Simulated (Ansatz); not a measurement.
## Structures of TiO2: which is lowest?

Plane-wave DFT in Ansatz with scalar-relativistic PAW potentials, cutoff 420 eV, Γ-centred meshes chosen by cell and gap, Gaussian smearing with energies taken to zero width. Every cell was relaxed (cell and atoms) in a run of its own, within the symmetry of its start. Functional: PBEsol.

Relaxed structures (starts from databases or built by putting these elements on another compound's sites):
A. C2/m, 12 atoms in the computed cell, a = 12.159 Å, b = 3.730 Å, c = 6.533 Å, β = 107.0°; sites (symmetry × multiplicity) Ti m × 4 + m × 4, O m × 4 + m × 4 + m × 4 + m × 4; start: database
B. Pbcn, 12 atoms in the computed cell, a = 4.537 Å, b = 5.496 Å, c = 4.879 Å; sites (symmetry × multiplicity) Ti .2. × 4, O 1 × 8; start: database
C. P3_121, 9 atoms in the computed cell, a = 5.702 Å, c = 6.261 Å; sites (symmetry × multiplicity) Ti .2. × 3, O 1 × 6; start: database
D. I4_1/amd, 6 atoms in the computed cell, a = 3.770 Å, c = 9.554 Å; sites (symmetry × multiplicity) Ti -4m2 × 4, O 2mm. × 8; start: database
E. P4_2/mnm, 6 atoms in the computed cell, a = 4.591 Å, c = 2.939 Å; sites (symmetry × multiplicity) Ti m.mm × 2, O m.2m × 4; start: database

Task: Rank them by energy. Could pressure change the order?

Result:
| structure | group | E − E(lowest) (meV/atom) | V (Å³/atom) | gap on mesh (eV) |
| --- | --- | --- | --- | --- |
| D | I4_1/amd | 0.0 | 11.31 | 2.15 |
| A | C2/m | 1.4 | 11.81 | 2.82 |
| B | Pbcn | 13.6 | 10.14 | 2.66 |
| E | P4_2/mnm | 21.0 | 10.33 | 1.87 |
| C | P3_121 | 123 | 19.59 | 3.44 |

D and A are level within the 2 meV/atom that separate runs leave open. B is denser by 1.17 Å³/atom, so pressure favours it: ΔE/ΔV, with ΔE in eV and 1 eV/Å³ = 160.2 GPa, gives about 1.9 GPa for equal enthalpy if both cells were rigid, a rough figure since the two compress differently. Other structures may lie lower than all of these, and vibrations aren't counted.